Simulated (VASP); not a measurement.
# NaCl (Fm-3m) in VASP: a series of runs, part 2 of 4

VASP 6.6.1. Earlier steps stand in the parts before.

## (3) Band structure, r2SCAN

File INCAR:

```
PREC     = Accurate       # precision mode
ENCUT    = 520            # plane-wave cutoff, eV
EDIFF    = 1E-6           # SCF threshold, eV
ISMEAR   = 0              # smearing method
SIGMA    = 0.03           # smearing width, eV
LREAL    = False          # projectors in reciprocal space
LASPH    = True           # aspherical terms in the spheres
NELM     = 80             # most SCF steps
ALGO     = Normal         # electronic algorithm
ISIF     = 2              # what is computed and relaxed
LWAVE    = False          # write WAVECAR
LCHARG   = False          # write CHGCAR
METAGGA  = R2SCAN         # meta-GGA
LMIXTAU  = True         
NBANDS   = 14             # bands
```

File KPOINTS:

```
Automatic mesh
0
Gamma
  8 8 8
```

File POSCAR:

```
NaCl                                    
1.0
   -0.0000000000      2.8038634506      2.8038634506
    2.8038634506     -0.0000000000      2.8038634506
    2.8038634506      2.8038634506     -0.0000000000
  Na              Cl            
     1     1
Direct
     0.0000000000000000    0.0000000000000000    0.0000000000000000
     0.5000000000000000    0.5000000000000000    0.5000000000000000
```

KPOINTS_OPT is that of step 2.

Potentials or basis: VASP PAW PBE potentials, release 64 (Na_pv, Cl).

The run is started by

```console
$ cat potpaw_PBE.64/Na_pv/POTCAR potpaw_PBE.64/Cl/POTCAR > POTCAR
$ mpirun -np 1 vasp_std > vasp.out
```

OUTCAR:

```text
PREC = Accurate
   ENCUT = 520
   EDIFF = 1E-6
   ISMEAR = 0
   LREAL = False
   LASPH = True
   NELM = 80
   ISIF = 2
   METAGGA = R2SCAN

 ion  position               nearest neighbor table
   1  0.000  0.000  0.000-
   2  0.500  0.500  0.500-

  LATTYP: Found a face centered cubic cell.
 ALAT       =     5.6077269012

  Lattice vectors:

 A1 = (   0.0000000000,   2.8038634506,   2.8038634506)
 A2 = (   2.8038634506,   0.0000000000,   2.8038634506)
 A3 = (   2.8038634506,   2.8038634506,   0.0000000000)

Analysis of symmetry for initial positions (statically):
=====================================================================
 Subroutine PRICEL returns:
 Original cell was already a primitive cell.

 Routine SETGRP: Setting up the symmetry group for a
 face centered cubic supercell.

 Subroutine GETGRP returns: Found 48 space group operations
 (whereof 48 operations were pure point group operations)
 out of a pool of 48 trial point group operations.

The static configuration has the point symmetry O_h .

Analysis of symmetry for dynamics (positions and initial velocities):
=====================================================================
 Subroutine PRICEL returns:
 Original cell was already a primitive cell.

 Routine SETGRP: Setting up the symmetry group for a
 face centered cubic supercell.

 Subroutine GETGRP returns: Found 48 space group operations
 (whereof 48 operations were pure point group operations)
 out of a pool of 48 trial point group operations.

The dynamic configuration has the point symmetry O_h .

 Subroutine INISYM returns: Found 48 space group operations
 (whereof 48 operations are pure point group operations),
 and found     1 'primitive' translations

----------------------------------------------------------------------------------------

                                     Primitive cell

  volume of cell :      44.0860

  direct lattice vectors                    reciprocal lattice vectors
     0.000000000  2.803863451  2.803863451    -0.178325375  0.178325375  0.178325375
     2.803863451  0.000000000  2.803863451     0.178325375 -0.178325375  0.178325375
     2.803863451  2.803863451  0.000000000     0.178325375  0.178325375 -0.178325375

  length of vectors
     3.965261719  3.965261719  3.965261719     0.308868609  0.308868609  0.308868609

  position of ions in fractional coordinates (direct lattice)
     0.000000000  0.000000000  0.000000000
     0.500000000  0.500000000  0.500000000

  ion indices of the primitive-cell ions
   primitive index   ion index
                 1           1
                 2           2

----------------------------------------------------------------------------------------

 KPOINTS: Automatic mesh

Automatic generation of k-mesh.
 Grid dimensions read from file:
 generate k-points for:    8    8    8

 Generating k-lattice:

  Cartesian coordinates                     Fractional coordinates (reciprocal lattice)
    -0.022290672  0.022290672  0.022290672     0.125000000  0.000000000  0.000000000
     0.022290672 -0.022290672  0.022290672     0.000000000  0.125000000  0.000000000
     0.022290672  0.022290672 -0.022290672     0.000000000  0.000000000  0.125000000

  Length of vectors
[... 38 lines left out ...]
   number of dos      NEDOS =    301   number of ions     NIONS =      2
   total plane-waves  NPLWV =  27000
   dimension x,y,z NGX =    30 NGY =   30 NGZ =   30
   dimension x,y,z NGXF=    60 NGYF=   60 NGZF=   60
   ions per type =               1   1
   NGX,Y,Z   is equivalent  to a cutoff of  12.58, 12.58, 12.58 a.u.
   NGXF,Y,Z  is equivalent  to a cutoff of  25.16, 25.16, 25.16 a.u.
 SYSTEM =  unknown system
   PREC   = accura    normal or accurate (medium, high low for compatibility)
   ISTART =      0    job   : 0-new  1-cont  2-samecut
   ICHARG =      2    charge: 1-file 2-atom 10-const
   ISPIN  =      1    spin polarized calculation?
   LNONCOLLINEAR =      F non collinear calculations
   LSORBIT =      F    spin-orbit coupling
   LASPH  =      T    aspherical Exc in radial PAW
   ENCUT  =  520.0 eV  38.22 Ry    6.18 a.u.   7.37  7.37  7.37*2*pi/ulx,y,z
   NELM   =     80;   NELMIN=  2; NELMDL= -5     # of ELM steps
   EDIFF  = 0.1E-05   stopping-criterion for ELM
   LREAL  =      F    real-space projection
   EDIFFG = 0.1E-04   stopping-criterion for IOM
   NSW    =      0    number of steps for IOM
   IBRION =     -1    ionic relax: 0-MD 1-quasi-New 2-CG
   NFREE  =      0    steps in history (QN), initial steepest desc. (CG)
   ISIF   =      2    stress and relaxation
   ISYM   =      2    0-nonsym 1-usesym 2-fastsym
   POTIM  = 0.5000    time-step for ionic-motion
   TEBEG  =    0.0;   TEEND  =   0.0 temperature during run
   PSTRESS=    0.0 pullay stress
   NELECT =      14.0000    total number of electrons
   NUPDOWN=      -1.0000    fix difference up-down
   EMIN   =  10.00;   EMAX   =-10.00  energy-range for DOS
   EFERMI =   0.00;   METHOD = LEGACY
   ISMEAR =     0;   SIGMA  =   0.03  broadening in eV -4-tet -1-fermi 0-gaus
   EFERMI_NEDOS =   21; number of points for ismear=-14 and -15
   IALGO  =     38    algorithm
   IMIX   =      4    mixing-type and parameters
     AMIX     =   0.40;   BMIX     =  1.00
     AMIX_MAG =   1.60;   BMIX_MAG =  1.00
  volume/ion in A,a.u.               =      22.04       148.75
  Fermi-wavevector in a.u.,A,eV,Ry     =   1.116908  2.110650 16.973037  1.247483
  Thomas-Fermi vector in A             =   2.253526
   LORBIT       =      0    0 simple, 1 ext, 2 COOP (PROOUT), +10 PAW based schemes
   METAGGA = R2SCAN    functional components
   LHFCALC =     F    Hartree Fock is set to
   AEXX    =    0.0000 exact exchange contribution
   IVDW    =     0    specifies the selected vdW correction
   LEPSILON=     F    determine dielectric tensor
   LRPA    =     F    only Hartree local field effects (RPA)
 non-spin polarized calculation
 Gauss-broadening in eV      SIGMA  =   0.03
  energy-cutoff  :      520.00
  volume of cell :       44.09
 maximum number of plane-waves:      1243
 NGX is ok and might be reduce to    30
   NGX = 15   NGY = 15   NGZ = 15

 number of electron      14.0000003 magnetization

 Free energy of the ion-electron system (eV)
  ---------------------------------------------------
  ext. energy  EPLUGINS =         0.00000000
  ---------------------------------------------------
  free energy    TOTEN  =       -13.79003606 eV

  energy without entropy =      -13.79003606  energy(sigma->0) =      -13.79003606

 E-fermi :  -0.8537     XC(G=0):  -8.7250

 val. band max:       -1.0646622711   @ k =   0.0000   0.0000   0.0000
 cond. band min:       4.9285384759   @ k =   0.0000   0.0000   0.0000
 fundamental gap:      5.9932007470
 Fermi energy:        -0.8537120606

 k-point     1 :       0.0000    0.0000    0.0000
  band No.  band energies     occupation
      1     -22.5519      2.00000
      2     -22.5515      2.00000
      3     -22.5515      2.00000
      4     -14.3266      2.00000
      5      -1.0647      2.00000
      6      -1.0647      2.00000
      7      -1.0647      2.00000
      8       4.9285      0.00000
      9      10.7121      0.00000
     10      10.7121      0.00000
     11      10.7121      0.00000
     12      12.9831      0.00000
     13      12.9831      0.00000
     14      14.6137      0.00000
[... 377 lines left out ...]
      1     -22.5761      2.00000
      2     -22.5599      2.00000
      3     -22.5558      2.00000
      4     -13.9338      2.00000
      5      -2.7630      2.00000
      6      -1.8634      2.00000
      7      -1.5025      2.00000
      8       7.9989      0.00000
      9       9.4687      0.00000
     10      10.0348      0.00000
     11      11.5890      0.00000
     12      14.2181      0.00000
     13      15.6476      0.00000
     14      16.5551      0.00000

 [... further k-points ...]

------------------------ aborting loop because EDIFF is reached ----------------------------------------

  FORCE on cell =-STRESS in cart. coord.  units (eV):
  Direction    XX          YY          ZZ          XY          YZ          ZX
  --------------------------------------------------------------------------------------
  -------------------------------------------------------------------------------------
  Total       -0.0524947     -0.0524947     -0.0524947      0.0000000     -0.0000000      0.0000000
  in kB       -1.9077675     -1.9077675     -1.9077675      0.0000000     -0.0000000      0.0000000
  external PRESSURE =      -1.9077675 kB  Pullay stress =       0.0000000 kB

 VOLUME and BASIS-vectors are now :
 -----------------------------------------------------------------------------
  energy-cutoff  :      520.00
  volume of cell :       44.09
      direct lattice vectors                 reciprocal lattice vectors
     0.000000000  2.803863451  2.803863451    -0.178325375  0.178325375  0.178325375
     2.803863451  0.000000000  2.803863451     0.178325375 -0.178325375  0.178325375
     2.803863451  2.803863451  0.000000000     0.178325375  0.178325375 -0.178325375

 POSITION                                       TOTAL-FORCE (eV/Angst)
 -----------------------------------------------------------------------------------
      0.00000      0.00000      0.00000         0.000000     -0.000000     -0.000000
      2.80386      2.80386      2.80386         0.000000      0.000000      0.000000
 -----------------------------------------------------------------------------------
    total drift:                               -0.000000      0.000000      0.000000

  FREE ENERGIE OF THE ION-ELECTRON SYSTEM (eV)
  ---------------------------------------------------
  free  energy   TOTEN  =       -13.7900360623 eV

  energy  without entropy=      -13.7900360623  energy(sigma->0) =      -13.79003606
```

It took 2.7 min on 1 thread of Intel Xeon 6975P-C (Granite Rapids), shared host; peak memory 0.17 GiB.

Results:

```yaml
Free_energy: -13.7900 eV
Pressure: -0.2 GPa
Band_gap_on_the_k_mesh: 5.99 eV, direct
Band_gap_along_the_path: 5.99 eV, direct
```

Levels at the corners of the path, in eV from the valence-band top:
| point | band 4 | band 5 | band 6 | band 7 | band 8 | band 9 | band 10 | band 11 |
| --- | --- | --- | --- | --- | --- | --- | --- | --- |
| Γ | -13.26 | 0.00 | 0.00 | 0.00 | 5.99 | 11.78 | 11.78 | 11.78 |
| X | -12.85 | -1.73 | -0.62 | -0.62 | 8.49 | 8.60 | 12.34 | 16.08 |
| X | -12.85 | -1.73 | -0.62 | -0.62 | 8.49 | 8.60 | 12.34 | 16.08 |
| W | -12.83 | -1.24 | -1.24 | -0.78 | 9.84 | 10.42 | 10.42 | 12.36 |
| W | -12.83 | -1.24 | -1.24 | -0.78 | 9.84 | 10.42 | 10.42 | 12.36 |
| K | -12.84 | -1.46 | -1.15 | -0.52 | 9.03 | 9.88 | 11.42 | 13.79 |
| K | -12.84 | -1.46 | -1.15 | -0.52 | 9.03 | 9.88 | 11.42 | 13.79 |
| Γ | -13.26 | 0.00 | 0.00 | 0.00 | 5.99 | 11.78 | 11.78 | 11.78 |
| Γ | -13.26 | 0.00 | 0.00 | 0.00 | 5.99 | 11.78 | 11.78 | 11.78 |
| L | -12.90 | -1.97 | -0.29 | -0.29 | 7.98 | 11.76 | 11.81 | 11.81 |
| L | -12.90 | -1.97 | -0.29 | -0.29 | 7.98 | 11.76 | 11.81 | 11.81 |
| U | -12.84 | -1.46 | -1.15 | -0.52 | 9.03 | 9.88 | 11.42 | 13.79 |
| U | -12.84 | -1.46 | -1.15 | -0.52 | 9.03 | 9.88 | 11.42 | 13.79 |
| W | -12.83 | -1.24 | -1.24 | -0.78 | 9.84 | 10.42 | 10.42 | 12.36 |
| W | -12.83 | -1.24 | -1.24 | -0.78 | 9.84 | 10.42 | 10.42 | 12.36 |
| L | -12.90 | -1.97 | -0.29 | -0.29 | 7.98 | 11.76 | 11.81 | 11.81 |
| L | -12.90 | -1.97 | -0.29 | -0.29 | 7.98 | 11.76 | 11.81 | 11.81 |
| K | -12.84 | -1.46 | -1.15 | -0.52 | 9.03 | 9.88 | 11.42 | 13.79 |
| U | -12.84 | -1.46 | -1.15 | -0.52 | 9.03 | 9.88 | 11.42 | 13.79 |
| X | -12.85 | -1.73 | -0.62 | -0.62 | 8.49 | 8.60 | 12.34 | 16.08 |

Caveat: the PAW data sets were made with another functional, which shifts forces and pressure a little.

(Part 2 of 4 ends here.)
